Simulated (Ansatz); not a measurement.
Sr under changes of volume

One of the cells (56.319 Å³/atom); the others are scaled copies at fixed shape and fractional positions:

```
Sr
1.0
     0.00000    3.04235    3.04235
     3.04235    0.00000    3.04235
     3.04235    3.04235    0.00000
Sr
1
Cartesian
  0.0000 0.0000 0.0000
```

```yaml
Program: Ansatz 0.2.0
Functional: PBE
Potentials_or_basis: Ansatz PAW
Cutoff: "420 eV (not typed: the program's choice for these potentials)"
k_mesh: 8 × 8 × 8
Occupations: fermi-dirac, width 0.05 eV
Spin: no spin polarisation
```

```csv
volume (Å³/atom),energy over the lowest point (meV/atom),pressure (GPa)
52.940,1.58,0.4
54.067,0.00,0.1
55.193,0.20,-0.1
56.319,2.01,-0.3
57.446,?,?
58.572,9.89,-0.7
59.698,15.70,-0.9
```

Problem. What does the run at 57.446 Å³/atom give?

Solution. Energy over the lowest point 5.29 meV/atom; pressure -0.5 GPa.

Worked out: A Birch-Murnaghan fit of order 3 (a polynomial in V^(-2/3)) to the other rows has its minimum at 54.49 Å³/atom with B0 = V·E''(V) = 11.8 GPa and B' = 3.7. It gives 5.29 meV/atom at 57.446 Å³/atom, against the run's 5.29, and -dE/dV = -0.6 GPa, against -0.5.

Energies are extrapolated to zero smearing.
